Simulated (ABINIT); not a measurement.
Runs of ABINIT 10.8.3 (patched build) on KCl. Symmetry: Pm-3m, No. 221, cubic system. The conventional cell has a = 3.839 Å, b = 3.839 Å, c = 3.839 Å, α = 90.00°, β = 90.00°, γ = 90.00°. Around K (site symmetry m-3m) lie 8 Cl at 3.32 Å. Cl (site symmetry m-3m) is surrounded by 8 K at 3.32 Å. Measurements of this composition are mostly on another form, of space group No. 225.

```csv
task,level,potentials or basis,cutoff (eV),fine-grid cutoff,gap on the mesh (eV),pressure (GPa)
single point,PBEsol,PseudoDojo NC SR PBEsol v0.4.1 standard,1007,-,4.64,-1.5
band structure,r2SCAN,JTH PAW PBE v2.0,816,1414.99 eV,5.57,(a)
band structure,TB-mBJ,JTH PAW LDA v2.0,816,1414.99 eV,(b),-
band structure,LDA,JTH PAW LDA v2.0,680,1278.94 eV,4.38,-3.1
band structure,PBEsol,PseudoDojo NC SR PBEsol v0.4.1 standard,1007,-,4.64,-1.5
```

Alike in all rows: no spin polarisation; cell as given; k mesh 7 × 7 × 7; smearing fermi-dirac 0.05 eV.

Estimate the missing entries.

(a) -1.1; (b) 8.02.

Caveats: the PAW data sets were made with another functional, which shifts forces and pressure a little (some runs); an odd mesh through Γ misses points on the zone boundary, where band edges often lie (some runs); the constant c of TB-mBJ comes from the pseudo density here, which moves gaps by up to 0.3 eV between sets of potentials (some runs).
